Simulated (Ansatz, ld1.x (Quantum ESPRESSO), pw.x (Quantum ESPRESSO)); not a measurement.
## pw.x on fcc Rb: one setting changed

Potential: PAW, ld1.x (Quantum ESPRESSO) 7.5, PBE; core [Ar] 3d10, reference 4s2 4p6 5s1 5p0; waves: 4s (bound): rcut 2.80, rcutus 3.05 bohr; 5s (bound): rcut 2.80, rcutus 3.05 bohr; 4p (bound): rcut 2.32, rcutus 2.46 bohr; 5p (bound, empty): rcut 2.32, rcutus 2.46 bohr; 4d channel at -0.05 Ry: rcut 2.05, rcutus 2.85 bohr; 4d channel at 2 Ry: rcut 2.05, rcutus 2.85 bohr; local part: all-electron potential smoothed inside 3.15 bohr (lloc = -1); core correction: Bessel-smoothed model core inside 1.50 bohr; augmentation: PSQ, inside the norm-conserving radii.

The reference run (k-mesh 8³, cutoffs 40/320 Ry, Fermi–Dirac 0.01 Ry, mixing_beta 0.4, conv_thr 1e-9, no spin) gives 0.01 GPa at 92.108 Å³/atom, where all-electron LAPW gives -0.00 GPa. This run, with its own iteration cap, changes smearing to mp.

```
&control
  calculation='scf', prefix='x', pseudo_dir='./', outdir='./tmp', tstress=.true., disk_io='none'
/
&system
  ibrav=0, nat=1, ntyp=1, ecutwfc=40, ecutrho=320, nbnd=12,
  occupations='smearing', smearing='mp', degauss=0.01
/
&electrons
  conv_thr=1e-09, mixing_beta=0.4, electron_maxstep=60
/
ATOMIC_SPECIES
Rb 1.0 Rb.UPF
CELL_PARAMETERS angstrom
  0.00000000 3.58444938 3.58444938
  3.58444938 0.00000000 3.58444938
  3.58444938 3.58444938 0.00000000
ATOMIC_POSITIONS crystal
Rb 0.0000 0.0000 0.0000
K_POINTS automatic
8 8 8 0 0 0
```

```bash
pw.x < Rb.scf.in > Rb.scf.out
```

Q: How does the run end?

A: It converges in 9 iterations; the free energy moves by +29.9 meV/atom and the pressure by -0.01 GPa. This scheme is built to cancel the term in the square of the width that Fermi–Dirac smearing leaves in the F of a metal.

```
Message from routine setup:
     using ibrav=0 with symmetry is DISCOURAGED, use correct ibrav instead
     lattice parameter (alat)  =       9.5794  a.u.
     unit-cell volume          =     621.5756 (a.u.)^3
     number of electrons       =         9.00
     number of Kohn-Sham states=           12
     kinetic-energy cutoff     =      40.0000  Ry
     charge density cutoff     =     320.0000  Ry
     scf convergence threshold =      1.0E-09
     Exchange-correlation= SLA  PW   PBX  PBC
     number of k points=    29  Methfessel-Paxton smearing, width (Ry)=  0.0100
     iteration #  1     ecut=    40.00 Ry     beta= 0.40
     total energy              =    -239.92010490 Ry
     estimated scf accuracy    <       0.01784320 Ry
     iteration #  2     ecut=    40.00 Ry     beta= 0.40
     total energy              =    -239.91989405 Ry
     estimated scf accuracy    <       0.00276667 Ry
     iteration #  3     ecut=    40.00 Ry     beta= 0.40
     total energy              =    -239.92026547 Ry
     estimated scf accuracy    <       0.00034581 Ry
     [... 3 iterations left out ...]
     iteration #  7     ecut=    40.00 Ry     beta= 0.40
     total energy              =    -239.92029092 Ry
     estimated scf accuracy    <       0.00000024 Ry
     iteration #  8     ecut=    40.00 Ry     beta= 0.40
     total energy              =    -239.92029090 Ry
     estimated scf accuracy    <       0.00000016 Ry
     iteration #  9     ecut=    40.00 Ry     beta= 0.40
     the Fermi energy is     1.7365 ev
!    total energy              =    -239.92029092 Ry
     estimated scf accuracy    <          5.0E-10 Ry
     smearing contrib. (-TS)   =       0.00012289 Ry
     The total energy is F=E-TS. E is the sum of the following terms:
     one-electron contribution =     -25.43814454 Ry
     hartree contribution      =      16.07371650 Ry
     xc contribution           =     -10.83444849 Ry
     ewald contribution        =     -27.41321549 Ry
     one-center paw contrib.   =    -192.30832180 Ry
     convergence has been achieved in   9 iterations
          total   stress  (Ry/bohr**3)                   (kbar)     P=       -0.08
     Message from routine punch:
     Nothing written, as per user request (disk_io='none')
```

The run took about 19 s on one core of a shared host (Neoverse-V2, 32 threads, 247 GiB, load 20).
